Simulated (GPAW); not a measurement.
Runs of GPAW 26.7.0 on ZrSe2. The structure is trigonal, space group P-3m1 (No. 164). Conventional cell: a = 3.798 Å, b = 3.798 Å, c = 6.192 Å, α = 90.00°, β = 90.00°, γ = 120.00°. Zr (site symmetry -3m) is surrounded by 6 Se at 2.68 Å. Se (site symmetry 3m) is surrounded by 3 Zr at 2.68 Å. 

```tsv
task	level	potentials or basis	spin	cell	k mesh	maxiter	optimizer	fmax	max steps	target pressure	other keys	gap on the mesh (eV)	pressure (GPa)	relaxed volume (Å³/atom)	largest force (eV/Å)
relaxation of cell and atoms	PBE+D4	GPAW PAW data sets (gpaw-data 1.2.1), pw	off	relaxed to 2 GPa	8 × 8 × 5	150	BFGS	0.05 eV/Å	40	2 GPa	-	none	1.8	-	0.03
Fermi surface	RPBE	the program's PAW data sets (release 1.2.1) made for this functional, pw	off	as given	5 × 5 × 3	75	-	-	-	-	several, not listed	0.49	4.0	-	0.32
band structure	TASK	GPAW PAW data sets (gpaw-data 1.2.1), pw	SOC, no magnetisation	as given	6 × 6 × 3	150	-	-	-	-	-	1.06	(c)	-	(d)
band structure	M06-L	GPAW PAW data sets (gpaw-data 1.2.1), pw	SOC, no magnetisation	as given	6 × 6 × 3	150	-	-	-	-	-	0.54	2.1	-	(b)
relaxation of cell and atoms	PBEsol+D3(BJ)	PAW data sets generated in the run's folder for this functional, pw	off	relaxed	8 × 8 × 5	150	BFGS	0.02 eV/Å	100	-	-	none	0.0	22.53	-
relaxation of cell and atoms	BLYP+D3	PAW data sets generated in the run's folder for this functional, pw	off	relaxed	6 × 6 × 3	150	FIRE	0.01 eV/Å	60	-	-	0.47	0.0	(a)	0.01
```

Alike in all rows: cutoff (eV) 600; smearing fermi-dirac 0.05 eV.

Q: Fill in the values left out.

A: (a) 26.70; (b) 0.60; (c) 7.8; (d) 0.14.

Caveats: later steps reuse the first step's grids (some runs); an odd mesh through Γ misses points on the zone boundary, where band edges often lie (some runs); spin-orbit coupling was added after a scalar SCF, so levels and gaps hold it while energy, forces, pressure and moments don't (some runs); this program's spin-orbit splittings come out too wide for heavy elements (some runs); the PAW data sets were made with another functional, which shifts forces and pressure a little (some runs); this functional lacks dispersion, which binds the layers, so the pressure and a relaxed spacing across them are unreliable (some runs); the mesh misses the band edges, which the band path finds closer together (some runs).

A k mesh can miss the band edges, and rows without SOC leave out spin-orbit coupling on Se, Zr.

A gap of «none» marks a metal or a gap under the smearing width.
